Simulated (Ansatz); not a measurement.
MgO (Fm-3m), computed twice by G0W0.

```
Mg O
1.0
     0.00000    2.09700    2.09700
     2.09700    0.00000    2.09700
     2.09700    2.09700    0.00000
Mg O
1 1
Direct
  0.00000 0.00000 0.00000
  0.50000 0.50000 0.50000
```

The cell and positions are those that the Materials Project relaxed with its own functionals (PBE, PBE+U or r2SCAN), kept fixed.

The first (Ansatz 0.2.0; start PBE with 10 % screened exact exchange, 8×8×8 mesh, 76 empty bands, screening to 150 eV, PAW set soft_1 files; 1 × NVIDIA H100 80GB HBM3 (shared by 6 runs) with 3 threads of AMD EPYC 7R13 (Zen 3), shared host) gave, on its mesh: starting gap 5.56 eV, G0W0 gap 7.65 eV, RPA ε∞ (mean) 2.85, 54 s.

The second gave: starting gap 5.91 eV, G0W0 gap 7.82 eV, RPA ε∞ (mean) 2.77, 48 s.

What was changed in the input? Choose among start, files, mesh, bands and cutoff, frequency model or another key.

Changed: start from PBE with 10 % screened exact exchange to PBE with 15 % screened exact exchange. A jump of this size in the start, with ε∞ moving the other way, marks another functional. Other changes could give like numbers; this is the one that was made.

Limits: not at the basis limit.

[Paths, hosts, dates, memory and timing lines, banners, echoed tables and standing remarks are left out of the program output.]

[Logs are printed without paths, hosts, clocks, repeated set-up lines and the standing remarks that a program may print on its own settings, such as how far it seeks lower states.]

[Runs of the session that timed out or met a known fault of the program may be left out.]

[Cells called generated may have been cut or substituted from an entry of the Crystallography Open Database or the Materials Project.]

[Hosts, paths, dates, database ids (printed as entryN), source tags and the programs' standing remarks are cut or masked in the printed files.]
